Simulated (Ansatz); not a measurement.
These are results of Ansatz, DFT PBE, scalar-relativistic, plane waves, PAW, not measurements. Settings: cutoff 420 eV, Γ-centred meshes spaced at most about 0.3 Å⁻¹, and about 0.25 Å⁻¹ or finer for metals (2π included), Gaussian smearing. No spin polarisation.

Temperature and zero-point effects are left out.

Compare these two cells of Hf7S, each relaxed at this level.

A.

```yaml
crystal:
  lattice:
    - [3.26397, 0.00000, 0.00000]
    - [-1.63198, 2.82668, 0.00000]
    - [0.00000, 0.00000, 18.72327]
  atoms:
    - { symbol: Hf, position: [0.00000, 0.00000, 0.50000] }
    - { symbol: Hf, position: [0.33333, 0.66667, 0.36478] }
    - { symbol: Hf, position: [0.66667, 0.33333, 0.63522] }
    - { symbol: Hf, position: [0.33333, 0.66667, 0.77242] }
    - { symbol: Hf, position: [0.66667, 0.33333, 0.90253] }
    - { symbol: Hf, position: [0.33333, 0.66667, 0.09747] }
    - { symbol: Hf, position: [0.66667, 0.33333, 0.22758] }
    - { symbol: S, position: [0.00000, 0.00000, 0.00000] }
```

B.

```yaml
crystal:
  lattice:
    - [5.54714, 0.00000, 0.00000]
    - [0.00000, 5.54714, 0.00000]
    - [0.00000, 0.00000, 5.54714]
  atoms:
    - { symbol: Hf, position: [0.75428, 0.50000, 0.00000] }
    - { symbol: Hf, position: [0.24572, 0.50000, 0.00000] }
    - { symbol: Hf, position: [0.00000, 0.75428, 0.50000] }
    - { symbol: Hf, position: [0.00000, 0.24572, 0.50000] }
    - { symbol: Hf, position: [0.50000, 0.00000, 0.75428] }
    - { symbol: Hf, position: [0.50000, 0.00000, 0.24572] }
    - { symbol: Hf, position: [0.00000, 0.00000, 0.00000] }
    - { symbol: S, position: [0.50000, 0.50000, 0.50000] }
```

**Question.** Which is lower in energy, and by how much?

**Answer.** A is lower, by 263 meV/atom. A has space group P-3m1 (No. 164), 21.6 Å³/atom and no gap on its mesh; B has space group Pm-3 (No. 200), 21.3 Å³/atom and no gap. Counting Hf atoms around S (those within 1.25 times the shortest such distance or 1.15 times the sum of covalent radii, 1.27 where that leaves under three), A has S 6 and B has S 12. In A, Hf on a site of symmetry -3m has 12 Hf at 3.16–3.26 Å; around Hf on a site of symmetry 3m lie 12 Hf at 3.16–3.26 Å; S has 6 Hf at 2.62 Å and 6 S at 3.26 Å; 2 more sites not described. In B, Hf on a site of symmetry mm2 is surrounded by 2 Hf at 2.73–2.82 Å, 2 Hf at 3.09 Å, 2 S at 3.11 Å and 8 Hf at 3.40 Å; Hf on a site of symmetry m-3 has 12 Hf at 3.09 Å; S has 12 Hf at 3.11 Å. Both come from invented guesses. The lowest form computed isn't among them: it has space group P-6m2 (No. 187), 21.5 Å³/atom and lies 70 meV/atom below the best shown.

These runs have no spin–orbit coupling, which can matter for Hf. Cells relaxed within their symmetry can be saddle points. Some types were kept out of the candidates beforehand, so the set may lack a known form.
